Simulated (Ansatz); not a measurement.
# TiAl3: sliding across a plane

This session takes TiAl3 and sets out to slide the crystal rigidly across a (0 0 1) plane.

Computed with Ansatz 0.2.0 (DFT PBE, scalar-relativistic, plane waves, PAW, unless a step's input says otherwise).

2 further runs of the same task are left out: 2 set aside as unsound or not needed. Runs told in other sessions of the task aren't counted.

**1. The structure to begin with**

Symmetry: I4/mmm, No. 139, tetragonal system. The conventional cell has a = 3.845 Å, b = 3.845 Å, c = 8.623 Å, α = 90.00°, β = 90.00°, γ = 90.00°. Ti (site symmetry 4/mmm) has 12 Al at 2.72 to 2.89 Å in its first shell of neighbours. Al (site symmetry 4/mmm) is surrounded by 4 Ti at 2.72 Å and 8 Al at 2.89 Å. Around Al (site symmetry -4m2) lie 8 Al at 2.72 to 2.89 Å and 4 Ti at 2.89 Å.

Structure file:

```xyz
16
Lattice="-3.8453 0.0000 0.0000 0.0000 -3.8453 0.0000 0.0000 0.0000 17.2456" Properties=species:S:1:pos:R:3 pbc="T T T"
Ti    0.0000    0.0000    8.6228
Ti   -1.9227   -1.9227    4.3114
Ti    0.0000    0.0000    0.0000
Ti   -1.9227   -1.9227   12.9342
Al   -1.9227   -1.9227    8.6228
Al   -3.8453   -3.8453    4.3114
Al   -1.9227   -1.9227    0.0000
Al   -3.8453   -3.8453   12.9342
Al   -1.9227    0.0000    6.4671
Al    0.0000   -1.9227    2.1557
Al   -1.9227    0.0000   15.0899
Al    0.0000   -1.9227   10.7785
Al    0.0000   -1.9227    6.4671
Al   -1.9227    0.0000    2.1557
Al    0.0000   -1.9227   15.0899
Al   -1.9227    0.0000   10.7785
```

It goes back to an entry of the Materials Project, which need not be the stable form.

It is built from the cell relaxed beforehand with the same method (15.94 Å³/atom).

**2. The reference cell**

The cell is repeated 4 times, 16 atoms in all. Reference values: F = -16455.0859 eV; pressure 0.00 GPa; largest force 0.000 eV/Å; gap on the mesh none (metal). It was computed beforehand with the settings of the runs below.

**3. Next: sliding across a plane**

The cut lies on the cell's a–b face, a (0 0 1) plane of area 14.79 Å², between layers 2.16 Å apart (Al, Ti below, Al above); the cell is 17.2 Å thick. Vector c is tilted by f times 1·a + 0·b (length 3.845 Å) with the atoms' Cartesian places fixed: one unrelaxed fault per cell.

**4. f = 0.200**

input.yaml reads:

```yaml
crystal:
  lattice:
    - [-3.8453468585, 0.0, 0.0]
    - [0.0, -3.8453468585, 0.0]
    - [-0.7690693717, 0.0, 17.2456191869]
  atoms:
    - { symbol: Ti, position: [-0.0875, 0.0, 0.4375] }
    - { symbol: Ti, position: [0.4625, 0.5, 0.1875] }
    - { symbol: Ti, position: [-0.1875, 0.0, 0.9375] }
    - { symbol: Ti, position: [0.3625, 0.5, 0.6875] }
    - { symbol: Al, position: [0.4125, 0.5, 0.4375] }
    - { symbol: Al, position: [0.9625, 1.0, 0.1875] }
    - { symbol: Al, position: [0.3125, 0.5, 0.9375] }
    - { symbol: Al, position: [0.8625, 1.0, 0.6875] }
    - { symbol: Al, position: [0.4375, 0.0, 0.3125] }
    - { symbol: Al, position: [-0.0125, 0.5, 0.0625] }
    - { symbol: Al, position: [0.3375, 0.0, 0.8125] }
    - { symbol: Al, position: [-0.1125, 0.5, 0.5625] }
    - { symbol: Al, position: [-0.0625, 0.5, 0.3125] }
    - { symbol: Al, position: [0.4875, 0.0, 0.0625] }
    - { symbol: Al, position: [-0.1625, 0.5, 0.8125] }
    - { symbol: Al, position: [0.3875, 0.0, 0.5625] }
basis:
  ecutwfc: 420
kpoints:
  mp_grid: { grid: [12, 12, 3] }
hamiltonian:
  xc: pbe
scf:
  occupations: { method: gaussian, width: 0.15 }
output:
  forces: true
  stress: true
  eigenvalues: true
```

On the command line:

```console
$ ansatz run input.yaml --threads 2 --pin off --max-ram 5120MiB --backend cpu --events-out ev --progress --plain --runs-dir out
```

**5. Point f = 0.400**

input.yaml reads:

```yaml
crystal:
  lattice:
    - [-3.8453468585, 0.0, 0.0]
    - [0.0, -3.8453468585, 0.0]
    - [-1.5381387434, 0.0, 17.2456191869]
  atoms:
    - { symbol: Ti, position: [-0.175, 0.0, 0.4375] }
    - { symbol: Ti, position: [0.425, 0.5, 0.1875] }
    - { symbol: Ti, position: [-0.375, 0.0, 0.9375] }
    - { symbol: Ti, position: [0.225, 0.5, 0.6875] }
    - { symbol: Al, position: [0.325, 0.5, 0.4375] }
    - { symbol: Al, position: [0.925, 1.0, 0.1875] }
    - { symbol: Al, position: [0.125, 0.5, 0.9375] }
    - { symbol: Al, position: [0.725, 1.0, 0.6875] }
    - { symbol: Al, position: [0.375, 0.0, 0.3125] }
    - { symbol: Al, position: [-0.025, 0.5, 0.0625] }
    - { symbol: Al, position: [0.175, 0.0, 0.8125] }
    - { symbol: Al, position: [-0.225, 0.5, 0.5625] }
    - { symbol: Al, position: [-0.125, 0.5, 0.3125] }
    - { symbol: Al, position: [0.475, 0.0, 0.0625] }
    - { symbol: Al, position: [-0.325, 0.5, 0.8125] }
    - { symbol: Al, position: [0.275, 0.0, 0.5625] }
basis:
  ecutwfc: 420
kpoints:
  mp_grid: { grid: [12, 12, 3] }
hamiltonian:
  xc: pbe
scf:
  occupations: { method: gaussian, width: 0.15 }
output:
  forces: true
  stress: true
  eigenvalues: true
```

**6. Point f = 0.100**

input.yaml reads:

```yaml
crystal:
  lattice:
    - [-3.8453468585, 0.0, 0.0]
    - [0.0, -3.8453468585, 0.0]
    - [-0.3845346859, 0.0, 17.2456191869]
  atoms:
    - { symbol: Ti, position: [-0.04375, 0.0, 0.4375] }
    - { symbol: Ti, position: [0.48125, 0.5, 0.1875] }
    - { symbol: Ti, position: [-0.09375, 0.0, 0.9375] }
    - { symbol: Ti, position: [0.43125, 0.5, 0.6875] }
    - { symbol: Al, position: [0.45625, 0.5, 0.4375] }
    - { symbol: Al, position: [0.98125, 1.0, 0.1875] }
    - { symbol: Al, position: [0.40625, 0.5, 0.9375] }
    - { symbol: Al, position: [0.93125, 1.0, 0.6875] }
    - { symbol: Al, position: [0.46875, 0.0, 0.3125] }
    - { symbol: Al, position: [-0.00625, 0.5, 0.0625] }
    - { symbol: Al, position: [0.41875, 0.0, 0.8125] }
    - { symbol: Al, position: [-0.05625, 0.5, 0.5625] }
    - { symbol: Al, position: [-0.03125, 0.5, 0.3125] }
    - { symbol: Al, position: [0.49375, 0.0, 0.0625] }
    - { symbol: Al, position: [-0.08125, 0.5, 0.8125] }
    - { symbol: Al, position: [0.44375, 0.0, 0.5625] }
basis:
  ecutwfc: 420
kpoints:
  mp_grid: { grid: [12, 12, 3] }
hamiltonian:
  xc: pbe
scf:
  occupations: { method: gaussian, width: 0.15 }
output:
  forces: true
  stress: true
  eigenvalues: true
```

**7. Point f = 0.300**

input.yaml reads:

```yaml
crystal:
  lattice:
    - [-3.8453468585, 0.0, 0.0]
    - [0.0, -3.8453468585, 0.0]
    - [-1.1536040576, 0.0, 17.2456191869]
  atoms:
    - { symbol: Ti, position: [-0.13125, 0.0, 0.4375] }
    - { symbol: Ti, position: [0.44375, 0.5, 0.1875] }
    - { symbol: Ti, position: [-0.28125, 0.0, 0.9375] }
    - { symbol: Ti, position: [0.29375, 0.5, 0.6875] }
    - { symbol: Al, position: [0.36875, 0.5, 0.4375] }
    - { symbol: Al, position: [0.94375, 1.0, 0.1875] }
    - { symbol: Al, position: [0.21875, 0.5, 0.9375] }
    - { symbol: Al, position: [0.79375, 1.0, 0.6875] }
    - { symbol: Al, position: [0.40625, 0.0, 0.3125] }
    - { symbol: Al, position: [-0.01875, 0.5, 0.0625] }
    - { symbol: Al, position: [0.25625, 0.0, 0.8125] }
    - { symbol: Al, position: [-0.16875, 0.5, 0.5625] }
    - { symbol: Al, position: [-0.09375, 0.5, 0.3125] }
    - { symbol: Al, position: [0.48125, 0.0, 0.0625] }
    - { symbol: Al, position: [-0.24375, 0.5, 0.8125] }
    - { symbol: Al, position: [0.33125, 0.0, 0.5625] }
basis:
  ecutwfc: 420
kpoints:
  mp_grid: { grid: [12, 12, 3] }
hamiltonian:
  xc: pbe
scf:
  occupations: { method: gaussian, width: 0.15 }
output:
  forces: true
  stress: true
  eigenvalues: true
```

**8. Point f = 0.500**

input.yaml reads:

```yaml
crystal:
  lattice:
    - [-3.8453468585, 0.0, 0.0]
    - [0.0, -3.8453468585, 0.0]
    - [-1.9226734292, 0.0, 17.2456191869]
  atoms:
    - { symbol: Ti, position: [-0.21875, 0.0, 0.4375] }
    - { symbol: Ti, position: [0.40625, 0.5, 0.1875] }
    - { symbol: Ti, position: [-0.46875, 0.0, 0.9375] }
    - { symbol: Ti, position: [0.15625, 0.5, 0.6875] }
    - { symbol: Al, position: [0.28125, 0.5, 0.4375] }
    - { symbol: Al, position: [0.90625, 1.0, 0.1875] }
    - { symbol: Al, position: [0.03125, 0.5, 0.9375] }
    - { symbol: Al, position: [0.65625, 1.0, 0.6875] }
    - { symbol: Al, position: [0.34375, 0.0, 0.3125] }
    - { symbol: Al, position: [-0.03125, 0.5, 0.0625] }
    - { symbol: Al, position: [0.09375, 0.0, 0.8125] }
    - { symbol: Al, position: [-0.28125, 0.5, 0.5625] }
    - { symbol: Al, position: [-0.15625, 0.5, 0.3125] }
    - { symbol: Al, position: [0.46875, 0.0, 0.0625] }
    - { symbol: Al, position: [-0.40625, 0.5, 0.8125] }
    - { symbol: Al, position: [0.21875, 0.0, 0.5625] }
basis:
  ecutwfc: 420
kpoints:
  mp_grid: { grid: [12, 12, 3] }
hamiltonian:
  xc: pbe
scf:
  occupations: { method: gaussian, width: 0.15 }
output:
  forces: true
  stress: true
  eigenvalues: true
```

(Steps that only read results are left out.)

Q: Predict the outcome of this session. Wanted: largest shear traction sampled.

The runs gave:

| quantity | value |
| --- | --- |
| highest fault energy sampled | 4016 mJ/m² at f = 0.500 |
| largest shear traction sampled | 33.7 GPa |

What this shows: Of the points run, the one at f = 0.500 is highest, 4016 mJ/m². The values are for rigid blocks: relaxation normal to the plane would bring them down.
